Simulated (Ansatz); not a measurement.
TePb, DFT, PBE, PAW with Ansatz's default frozen-core files, fully relativistic files with spin-orbit coupling (Ansatz 0.2.0), run on 1 thread of Arm Neoverse V1 on a shared host.

Structure from Materials Project entry mp-20943 (possibly hypothetical), not relaxed further.

Command: `ansatz run input.yaml --threads 1 --pin off --max-ram 2048MiB --backend cpu --events-out ev --progress --plain --runs-dir out`

```yaml
crystal:
  lattice:
    - [4.002287, 0.0, 0.0]
    - [0.0, 4.002287, 0.0]
    - [0.0, 0.0, 4.002287]
  atoms:
    - { symbol: Te, position: [0.5, 0.5, 0.5] }
    - { symbol: Pb, position: [0.0, 0.0, 0.0] }
kpoints:
  mp_grid: { grid: [10, 10, 10] }
  band_path:
    path:
      - [0.0, 0.0, 0.0]
      - [0.0, 0.5, 0.0]
      - [0.5, 0.5, 0.0]
      - [0.0, 0.0, 0.0]
      - [0.5, 0.5, 0.5]
      - [0.0, 0.5, 0.0]
      - [0.5, 0.5, 0.5]
      - [0.5, 0.5, 0.0]
    npoints: 5
scf:
  occupations: { method: fermi_dirac, width: 0.08 }
hamiltonian:
  xc: pbe
  pseudopotentials: { kind: paw_fr }
output:
  forces: true
  stress: true
  eigenvalues: true
  efg: { contact_densities: true }
magnetization:
  noncollinear: true
  spin_orbit: true
```

Question: How large is the problem that the program sets up?

Answer: 56 irreducible k-points, 1237 plane waves at Γ, 38 bands.

Question: About how long does it take, and how much memory does it use?

Answer: 48 s of wall time for 8 SCF iterations, with a peak of 0.77 GiB. Times on shared machines scatter by tens of per cent.

Question: And the same cell and mesh by full-potential LAPW, asked for forces, stress, eigenvalues, noncollinear, spin_orbit and the same band path, on the same hardware?

Answer: 3.3 min, peak memory 0.62 GiB.
